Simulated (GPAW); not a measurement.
CdS (Greenockite):

```xyz
4
Lattice="4.1500 0.0000 0.0000 -2.0750 3.5940 0.0000 0.0000 0.0000 6.7370" Properties=species:S:1:pos:R:3 pbc="T T T"
Cd    2.0750    1.1980    3.3685
Cd    0.0000    2.3960    0.0000
S     2.0750    1.1980    5.8949
S     0.0000    2.3960    2.5264
```

Program: GPAW 26.7.0. Alike in all runs: cell as given; smearing fermi-dirac 0.05 eV.

Question: Order these runs on this cell by their pressure, lowest first.
A. level PBE; potentials or basis GPAW PAW data sets (gpaw-data 1.2.1), pw; spin off; k mesh 6 × 6 × 3; cutoff (eV) 450; maxiter 120
B. level RPBE; potentials or basis the program's PAW data sets (release 1.2.1) made for this functional, pw; spin SOC, no magnetisation; k mesh 5 × 5 × 3; cutoff (eV) 600; maxiter 150; band path GMKGALHA,LM,KH; band points 100; spin axis theta (degrees) 54.7; spin axis phi (degrees) 45
C. level AM05; potentials or basis PAW data sets generated in the run's folder for this functional, pw; spin SOC, no magnetisation; k mesh 5 × 5 × 3; cutoff (eV) 600; maxiter 150; band path GMKGALHA,LM,KH; band points 60; spin axis theta (degrees) 0; spin axis phi (degrees) 0

Answer: C (-0.6 GPa), A (1.0 GPa), B (4.1 GPa).

Caveats: spin-orbit coupling was added after a scalar SCF, so levels and gaps hold it while energy, forces, pressure and moments don't (some runs); the cutoff is short for stress and forces, so pressures can be off by a GPa or more (some runs).
